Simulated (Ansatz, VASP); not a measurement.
# One calculation of GaN, two programs

Contents of POSCAR:

```
GaN
1.0
    0.0000000000      2.2489526240      2.3573521404
    2.2489526240      0.0000000000      2.3573521404
    2.2489526240      2.2489526240      0.0000000000
Ga N
1 1
Direct
    0.0000000000      0.0000000000      0.0000000000
    0.7500000000      0.7500000000      0.7500000000
```

INCAR.step1

```
SYSTEM = GaN
ALGO     = Normal         ! electronic algorithm
EDIFF    = 1E-4           ! SCF threshold, eV
ENCUT    = 520            ! plane-wave cutoff, eV
GGA      = PE             ! functional
ISMEAR   = 0              ! smearing method
LASPH    = .TRUE.         ! aspherical terms in the spheres
LCHARG   = .FALSE.        ! write CHGCAR
LREAL    = .FALSE.        ! projectors in reciprocal space
LWAVE    = .TRUE.         ! write WAVECAR
NBANDS   = 16             ! bands
NELM     = 80             ! most SCF steps
PREC     = Accurate       ! precision mode
SIGMA    = 0.01           ! smearing width, eV
```

The input INCAR.step2:

```
SYSTEM = GaN
ALGO     = Normal         ! electronic algorithm
EDIFF    = 1E-6           ! SCF threshold, eV
ENCUT    = 520            ! plane-wave cutoff, eV
ISIF     = 2              ! what is computed and relaxed
ISMEAR   = 0              ! smearing method
ISTART   = 1            
LASPH    = .TRUE.         ! aspherical terms in the spheres
LCHARG   = .TRUE.         ! write CHGCAR
LELF     = .TRUE.         ! ELF
LMIXTAU  = .TRUE.       
LREAL    = .FALSE.        ! projectors in reciprocal space
LVHAR    = .TRUE.       
LWAVE    = .FALSE.        ! write WAVECAR
METAGGA  = R2SCAN         ! meta-GGA
NBANDS   = 16             ! bands
NELM     = 80             ! most SCF steps
PREC     = Accurate       ! precision mode
SIGMA    = 0.01           ! smearing width, eV
```

KPOINTS

```
k-points
0
G
  10 10 10
  0 0 0
```

Input for Ansatz:

```yaml
crystal:
  lattice:
    - [0.0, 2.248952624, 2.3573521404]
    - [2.248952624, 0.0, 2.3573521404]
    - [2.248952624, 2.248952624, 0.0]
  atoms:
    - { symbol: Ga, position: [0.0, 0.0, 0.0] }
    - { symbol: "N", position: [0.75, 0.75, 0.75] }
kpoints:
  mp_grid: { grid: [10, 10, 10] }
  band_path:
    path:
      - [0.0, 0.0, 0.0]
      - [-0.5, -0.5, 0.0]
      - [-0.375, -0.375, 0.25]
      - [-0.375, 0.0, 0.375]
      - [0.0, 0.0, 0.5]
      - [-0.5, -0.25, 0.25]
    npoints: 1
hamiltonian:
  xc: r2scan
scf:
  occupations: { method: fixed }
  n_extra_bands: 4
output:
  forces: true
  stress: true
  eigenvalues: true
```

Change from the starting cell: uniaxial_z strain +4.8%.

Alike in both runs: task single point; functional r2SCAN; k mesh 10 × 10 × 10; no spin polarisation.

|  | VASP | Ansatz |
| --- | --- | --- |
| version | VASP 6.6.1 | Ansatz 0.2.0 |
| potentials or method | VASP PAW PBE potentials, release 64 (Ga_d, N) | plane waves, PAW |
| plane-wave cutoff (eV) | 520 | 500 |
| occupations | gaussian, width 0.01 eV | fixed |
| valence electrons in the cell | 18 | 18 |

Ansatz gave:

- gap on the k mesh at the Fermi level (eV): 1.76
- pressure (GPa): -8.5
- largest component of the traceless stress (GPa): 4.68

Q: Estimate VASP's values.

A: gap on the k mesh at the Fermi level (eV): 1.76; pressure (GPa): -7.6; largest component of the traceless stress (GPa): 4.63.

Caveats: the PAW data sets were made with another functional, which shifts forces and pressure a little (VASP).
